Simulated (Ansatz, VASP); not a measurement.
Two plane-wave programs on Ta

```
CELL_PARAMETERS angstrom
-1.64040 1.64040 1.64040
1.64040 -1.64040 1.64040
1.64040 1.64040 -1.64040
ATOMIC_POSITIONS crystal
Ta 0.00000 0.00000 0.00000
```

Alike in both runs: functional PBEsol; k mesh 24 × 24 × 24; occupations gaussian, width 0.1 eV; no spin polarisation.

Ansatz relaxed the structure, and its values are those at the end. VASP's run is a single point on that final structure, the one shown.

|  | VASP | Ansatz |
| --- | --- | --- |
| version | VASP 6.6.1 | Ansatz 0.2.0 |
| potentials or method | VASP PAW PBE potentials, release 64 (Ta_pv) | scalar-relativistic, plane waves, PAW |
| plane-wave cutoff (eV) | 520 | 420 |
| valence electrons in the cell | 11 | 13 |

VASP gave:

| Property | Result |
| --- | --- |
| gap on the k mesh at the Fermi level (eV) | none |
| pressure (GPa) | 0.2 |

Task: Estimate Ansatz's values.

Result: gap on the k mesh at the Fermi level (eV): none; pressure (GPa): 0.0.

A gap of «none» marks a metal or a gap that the smearing closes. The two sets of potentials don't hold the same shells in valence.

Caveats: the PAW data sets were made with another functional, which shifts forces and pressure a little (VASP). The runs have no spin-orbit coupling, so splittings on Ta are missing.
